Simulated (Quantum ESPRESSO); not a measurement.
## Mo: equation of state with PBE

Crystal: Mo.

```xyz
1
Lattice="0.0000 2.0150 2.0150 2.0150 0.0000 2.0150 2.0150 2.0150 0.0000" Properties=species:S:1:pos:R:3 pbc="T T T"
Mo    0.0000    0.0000    0.0000
```

This isn't the form of Mo at room conditions, which is bcc.

```
Program             : Quantum ESPRESSO 7.5
Task                : equation of state
Functional          : PBE
Potentials or basis : SSSP 1.3 efficiency PBE
Cutoff              : 816 eV
Density cutoff      : 3265 eV
k mesh              : 11 × 11 × 11
Occupations         : fermi-dirac, width 0.05 eV
Spin                : no spin polarisation
Mixing beta         : 0.5
Most SCF iterations : 120
SCF threshold       : 2e-10 Ry
```

```
Equilibrium volume                      : 16.04 Å³/atom
Bulk modulus                            : 233 GPa
Pressure derivative of the bulk modulus : 3.7
```

Energy against volume, from the lowest point:
| volume (Å³/atom) | energy (meV/atom) |
| --- | --- |
| 15.381 | 20.88 |
| 15.708 | 5.08 |
| 16.035 | 0.00 |
| 16.363 | 4.66 |
| 16.690 | 18.16 |
| 17.017 | 39.69 |
| 17.344 | 68.51 |

All runs of the series together: 73 s on 1 thread of Intel(R) Xeon(R) Platinum 8259CL CPU @ 2.50GHz (Skylake/Cascade Lake), on a shared host.
